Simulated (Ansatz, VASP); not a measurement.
## BeTe in VASP and in Ansatz

The input INCAR:

```
SYSTEM = BeTe
PREC = Accurate
ENCUT = 600
EDIFF = 1E-6
ISMEAR = 0
SIGMA = 0.02
LREAL = .FALSE.
LASPH = .TRUE.
NELM = 60
ALGO = Fast
ISIF = 3
LWAVE = .FALSE.
LCHARG = .FALSE.
GGA = PS
IBRION = 2
NSW = 100
EDIFFG = -0.005
```

KPOINTS

```
Automatic mesh
0
G
  8 8 8
  0 0 0
```

File POSCAR:

```
BeTe
1.0
    0.0000000000      2.7700000000      2.7700000000
    2.7700000000      0.0000000000      2.7700000000
    2.7700000000      2.7700000000      0.0000000000
Be Te
1 1
Direct
    0.0000000000      0.0000000000      0.0000000000
    0.2500000000      0.2500000000      0.2500000000
```

Input for Ansatz:

```yaml
crystal:
  lattice:
    - [0.0, 2.77, 2.77]
    - [2.77, 0.0, 2.77]
    - [2.77, 2.77, 0.0]
  atoms:
    - { symbol: Be, position: [0.0, 0.0, 0.0] }
    - { symbol: Te, position: [0.25, 0.25, 0.25] }
basis:
  ecutwfc: 420
kpoints:
  mp_grid: { grid: [8, 8, 8] }
hamiltonian:
  xc: pbesol
scf:
  occupations: { method: gaussian, width: 0.02 }
output:
  forces: true
  stress: true
  eigenvalues: true
relax:
  adjacent_minimum: "off"
  f_tol: 0.005
  max_steps: 80
  cell: { stress_tol: 0.05 }
```

Alike in both runs: task relaxation of cell and atoms; functional PBEsol; k mesh 8 × 8 × 8; occupations gaussian, width 0.02 eV; no spin polarisation.

|  | VASP | Ansatz |
| --- | --- | --- |
| version | VASP 6.6.1 | Ansatz 0.2.0 |
| potentials or method | VASP PAW PBE potentials, release 64 (Be, Te) | scalar-relativistic, plane waves, PAW |
| plane-wave cutoff (eV) | 600 | 420 |
| valence electrons in the cell | 8 | 18 |

|  | VASP | Ansatz | Ansatz less VASP |
| --- | --- | --- | --- |
| gap on the k mesh at the Fermi level, each at its own relaxed structure (eV) | 1.83 | 1.84 | +0.009 |
| relaxed volume (Å³/atom) | 22.10 | 22.02 | -0.078 |
| relaxed cell length with the largest relative difference (Å) | 3.968 | 3.964 | -0.0046 |
| energy change over the relaxation (meV/atom) | -6 | -5 | +1.3 |

The two sets of potentials don't hold the same shells in valence.

Caveats: the PAW data sets were made with another functional, which shifts forces and pressure a little (VASP); spin-orbit coupling is left out, which moves the levels of the heavy elements. Zero-point motion and thermal expansion aren't in these numbers. A k mesh can miss the band edges.
